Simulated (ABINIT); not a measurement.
Set up this calculation in ABINIT 10.8.3 (patched build), as the native input.

- Task: single point
- Functional: PBE
- Potentials or basis: JTH PAW PBE v2.0
- Cutoff: 408 eV
- k mesh: 12 × 12 × 12
- Occupations: fermi-dirac, width 0.05 eV
- Spin: no spin polarisation
- Fine-grid cutoff: 816.342 eV
- Exchange and correlation inside the PAW spheres: full angular mesh (pawxcdev 0, this build's default; the released program takes 1)

The structure of Si2Mo lies in POSCAR:

```
Si2Mo
1.0
   -1.6000000000      1.6000000000      3.9305000000
    1.6000000000     -1.6000000000      3.9305000000
    1.6000000000      1.6000000000     -3.9305000000
Mo Si
1 2
Direct
    0.0000000000      0.0000000000      0.0000000000  Mo
    0.6670000000      0.6670000000      0.0000000000  Si
    0.3330000000      0.3330000000      0.0000000000  Si
```

The input as run:

run.abi

```
# Pseudopotentials
pp_dirpath "./"
pseudos "Mo.GGA_PBE-JTH.xml, Si.GGA_PBE-JTH.xml"

# Structure
structure "poscar:POSCAR"
natom 3

# Plane-wave basis
ecut 15.0
pawecutdg 30.0

# k points
kptopt 1
ngkpt 12 12 12
nshiftk 1
shiftk 0.0 0.0 0.0

# Exchange and correlation
ixc 11

# Bands and occupations
nband 15
occopt 3
tsmear 0.05 eV

# SCF cycle
nstep 100
tolvrs 1.0e-9

# Output
iomode 3
prtwf 0
prtden 0
prteig 0
prtebands 0
enunit 2
```

Potentials or basis: JTH PAW PBE v2.0.

Command:

```sh
$ abinit run.abi > log 2>&1
```

It gave:

```
Pressure                                              : 2.3 GPa
Largest force                                         : 0.274 eV/Å
Band gap on the k mesh                                : none (metal or under the smearing width)
Valence electrons inside the program's atomic spheres : Mo 11.41; Si 1.55
```

It took 2.5 min on 1 thread of Arm Neoverse V2, with other jobs on the host, peak memory 0.17 GiB.
